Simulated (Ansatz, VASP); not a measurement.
**Two plane-wave programs on CdS**

```xyz
2
Lattice="0.0000 3.3593 2.1836 3.3593 0.0000 2.1836 3.3593 3.3593 0.0000" Properties=species:S:1:pos:R:3 pbc="T T T"
Cd    0.0000    0.0000    0.0000
S     5.0390    5.0390    3.2754
```

Alike in both runs: task single point; functional PBE; k mesh 10 × 10 × 10; occupations gaussian, width 0.05 eV; no spin polarisation.

|  | VASP | Ansatz |
| --- | --- | --- |
| version | VASP 6.6.1 | Ansatz 0.2.0 |
| potentials or method | VASP PAW PBE potentials, release 64 (Cd, S) | scalar-relativistic, plane waves, PAW |
| plane-wave cutoff (eV) | 520 | 420 |
| valence electrons in the cell | 18 | 26 |

```tsv
	VASP	Ansatz	Ansatz less VASP
gap on the k mesh at the Fermi level (eV)	0.41	0.40	-0.004
least direct gap on the mesh (eV)	0.41	0.40	-0.004
pressure (GPa)	-1.2	-1.5	-0.28
largest component of the traceless stress (GPa)	3.30	3.42	+0.113
```

The two sets of potentials don't hold the same shells in valence.
